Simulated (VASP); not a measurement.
Runs of VASP 6.6.1 on MgO. Symmetry: Fm-3m, No. 225, cubic system. Conventional cell: a = 4.194 Å, b = 4.194 Å, c = 4.194 Å, α = 90.00°, β = 90.00°, γ = 90.00°. Around Mg (site symmetry m-3m) lie 6 O at 2.10 Å. O (site symmetry m-3m) is surrounded by 6 Mg at 2.10 Å. The cell is a database's computed one.

```csv
level,exchange at q = 0,share of exact exchange,screening parameter,gap on the mesh (eV),pressure (GPa)
PBE0,truncated,-,-,(a),0.6
HSE03,-,-,-,(b),0.8
r2SCAN-EpsX,truncated,0.3209,-,8.54,-3.8
HSE06,-,-,0.2 1/A,6.60,0.6
```

Alike in all rows: task band structure; potentials or basis VASP PAW PBE potentials, release 64 (Mg, O); no spin polarisation; cell as given; k mesh 8 × 8 × 8; cutoff (eV) 520; smearing gaussian 0.02 eV.

Problem. Estimate the missing entries.

Solution. (a) 7.32; (b) 6.33.

Caveats: the PAW data sets were made with another functional, which shifts forces and pressure a little.

